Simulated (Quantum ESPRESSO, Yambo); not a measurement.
An input for Quantum ESPRESSO 7.5 (SiC (P6_3mc)):

```
&control
  calculation = 'nscf'
  prefix = 'x'
  outdir = 'o'
  pseudo_dir = 'pseudo'
/
&system
  ibrav = 0
  nat = 12
  ntyp = 2
  ecutwfc = 74.0
  nbnd = 234
  force_symmorphic = .true.
/
&electrons
  conv_thr = 1e-9
  electron_maxstep = 80
  diago_full_acc = .true.
  diago_thr_init = 5e-6
/
ATOMIC_SPECIES
  Si 28.085 Si.upf
  C 12.011 C.upf
CELL_PARAMETERS angstrom
  3.0766210102 -0.0000000000 0.0000000000
  -1.5383105051 2.6644319527 0.0000000000
  0.0000000000 0.0000000000 15.0980843200
ATOMIC_POSITIONS crystal
  Si 0.3333333333 0.6666666667 0.8329861500
  Si 0.6666666667 0.3333333333 0.3329861500
  Si 0.6666666667 0.3333333333 0.6665006000
  Si 0.3333333333 0.6666666667 0.1665006000
  Si 0.0000000000 0.0000000000 0.4997294200
  Si 0.0000000000 0.0000000000 0.9997294200
  C 0.0000000000 0.0000000000 0.8743664100
  C 0.0000000000 0.0000000000 0.3743664100
  C 0.3333333333 0.6666666667 0.7079967800
  C 0.6666666667 0.3333333333 0.2079967800
  C 0.6666666667 0.3333333333 0.5415216400
  C 0.3333333333 0.6666666667 0.0415216400
K_POINTS automatic
  6 6 2 0 0 0
```

```sh
OMP_NUM_THREADS=1 mpirun -n 4 pw.x -nk 4 -in pw.in > pw.out
```

Question: Estimate wall time and host memory on 4 MPI ranks of Arm Neoverse V1, shared host.

It took 1.7 min; on shared hardware allow 52 s to 3.4 min. Peak host memory was 1 GiB.

[Paths, hosts, dates, memory and timing lines, banners, echoed tables and standing remarks are left out of the program output.]

[Logs are printed without paths, hosts, clocks, repeated set-up lines and the standing remarks that a program may print on its own settings, such as how far it seeks lower states.]

[Runs of the session that timed out or met a known fault of the program may be left out.]

[Hosts, paths, dates, database ids (printed as entryN), source tags and the programs' standing remarks are cut or masked in the printed files.]
